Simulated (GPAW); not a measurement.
Write an ASE script for GPAW 26.7.0 that does the following.

| Item | Value |
| --- | --- |
| Task | dielectric tensor |
| Functional | PBE |
| Potentials or basis | GPAW PAW data sets (gpaw-data 1.2.1) |
| Cutoff | 450 eV |
| Basis | pw |
| k mesh | 8 × 8 × 2 |
| Occupations | fermi-dirac, width 0.001 eV |
| Spin | no spin polarisation |
| Hubbard terms | Mo d U = 2.0 eV |
| Response ecut | 80 eV |
| Maxiter | 150 |
| Response k mesh | 12 × 12 × 3 |
| Response bands | 74 |
| Kernels | ["RPA"] |
| Coarser k mesh | 12 × 12 × 3 |

MoS2:

```
Mo S
1.0
     3.16900    0.00000    0.00000
    -1.58450    2.74443    0.00000
     0.00000    0.00000   12.32400
Mo S
2 4
Direct
  0.66667 0.33333 0.75000
  0.33333 0.66667 0.25000
  0.66667 0.33333 0.37700
  0.33333 0.66667 0.87700
  0.66667 0.33333 0.12300
  0.33333 0.66667 0.62300
```

The input as run:

run.py

```python
import numpy as np
from ase import Atoms
from ase.dft.bandgap import bandgap
from ase.io import write
from gpaw import GPAW, PW
from gpaw.response.df import DielectricFunction

atoms = Atoms(['Mo', 'Mo', 'S', 'S', 'S', 'S'],
              cell=[[3.169, 0.0, 0.0],
                    [-1.5845, 2.7444345046, 0.0],
                    [0.0, 0.0, 12.324]],
              scaled_positions=[[0.6666666667, 0.3333333333, 0.75],
                                [0.3333333333, 0.6666666667, 0.25],
                                [0.6666666667, 0.3333333333, 0.377],
                                [0.3333333333, 0.6666666667, 0.877],
                                [0.6666666667, 0.3333333333, 0.123],
                                [0.3333333333, 0.6666666667, 0.623]],
              pbc=True)

calc = GPAW(mode=PW(450),
            xc='PBE',
            kpts={'size': (8, 8, 2), 'gamma': True},
            occupations={'name': 'fermi-dirac', 'width': 0.001},
            setups={'Mo': ':d,2.0'},
            nbands=46,
            convergence={'density': 1e-06},
            maxiter=150,
            txt='gpaw.txt')
atoms.calc = calc
energy = atoms.get_potential_energy()
calc.write('gs.gpw')
write('result.traj', atoms)
print(f'Energy: {energy:.6f} eV')
print('Fermi level:', round(calc.get_fermi_level(), 4), 'eV')
print(f'Gap: {bandgap(calc)[0]:.4f} eV, direct: {bandgap(calc, direct=True)[0]:.4f} eV')

for size in [(12, 12, 3)]:
    name = 'x'.join(str(n) for n in size)
    dense = calc.fixed_density(kpts={'size': size, 'gamma': True},
                               nbands=80, convergence={'bands': 74, 'eigenstates': 1e-7},
                               update_fermi_level=True, txt=f'dense-{name}.txt')
    dense.write(f'{name}.gpw', mode='all')
    df = DielectricFunction(f'{name}.gpw', frequencies=np.array([0.0]), hilbert=False, eta=0.001,
                            ecut=80, nbands=74, intraband=False, txt=f'df-{name}.txt')
    for xc in ['RPA']:
        for direction in ['x', 'y', 'z', [0, 1, 1], [1, 0, 1], [1, 1, 0]]:
            e0, e = df.get_macroscopic_dielectric_constant(xc=xc, direction=direction)
            print(f'{name} {xc} {direction}: {e0:.4f} without, {e:.4f} with local fields')
```

Potentials or basis: GPAW PAW data sets (gpaw-data 1.2.1), pw.

Command:

```console
$ OMP_NUM_THREADS=1 python run.py
```

Results of the run:

```json
{"Band gap on the k mesh": "1.01 eV, indirect (least direct gap 1.84 eV)", "Electronic dielectric tensor (diagonal)": "13.57, 13.57, 5.89"}
```

Caveat: the long-wavelength limit can be off by several per cent where d states take part; response on these states lacks terms of the Hamiltonian; an odd mesh through Γ misses points on the zone boundary, where band edges often lie.

Run time: 5.4 min on 1 thread of Arm Neoverse V2, on a shared host, peak memory 0.56 GiB.
